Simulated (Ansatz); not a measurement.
# NbN: the cost of one run

Program: Ansatz 0.2.0. Level of theory: DFT LDA, scalar-relativistic, plane waves, PAW. These are calculated values, not measurements.

### 1 The starting structure

It takes space group Fm-3m (No. 225, cubic). Conventional cell: a = 4.389 Å, b = 4.389 Å, c = 4.389 Å, α = 90.00°, β = 90.00°, γ = 90.00°. Nb (site symmetry m-3m) has 6 N at 2.19 Å as nearest neighbours. N (site symmetry m-3m) has 6 Nb at 2.19 Å as nearest neighbours.

Coordinates:

```xyz
2
Lattice="0.0000 2.1945 2.1945 2.1945 0.0000 2.1945 2.1945 2.1945 0.0000" Properties=species:S:1:pos:R:3 pbc="T T T"
Nb    2.1945    2.1945    2.1945
N     0.0000    0.0000    0.0000
```

Source of the structure: the Crystallography Open Database.

(A quick probe on a coarse mesh, which set the mesh and smearing, is not shown.)

### 3 The relaxation

The input, input.yaml:

```yaml
crystal:
  lattice:
    - [0.0, 2.1945, 2.1945]
    - [2.1945, 0.0, 2.1945]
    - [2.1945, 2.1945, 0.0]
  atoms:
    - { symbol: Nb, position: [0.5, 0.5, 0.5] }
    - { symbol: "N", position: [0.0, 0.0, 0.0] }
basis:
  ecutwfc: 420
kpoints:
  mp_grid: { grid: [16, 16, 16] }
hamiltonian:
  xc: lda
scf:
  occupations: { method: gaussian, width: 0.1 }
output:
  forces: true
  stress: true
  eigenvalues: true
  write_density: true
  write_potential: true
  elf: true
  volumetric_format: npy
relax:
  adjacent_minimum: "off"
  f_tol: 0.005
  max_steps: 80
  cell: { stress_tol: 0.05 }
```

Launch:

```console
$ ansatz run input.yaml --threads 1 --pin off --max-ram 2560MiB --backend cpu --events-out ev --progress --plain --runs-dir out
```

**Question.** How long does this run take on 1 thread of Arm Neoverse V1, shared host, and how much memory does it need?

About 24 s, with a peak of 0.37 GiB.
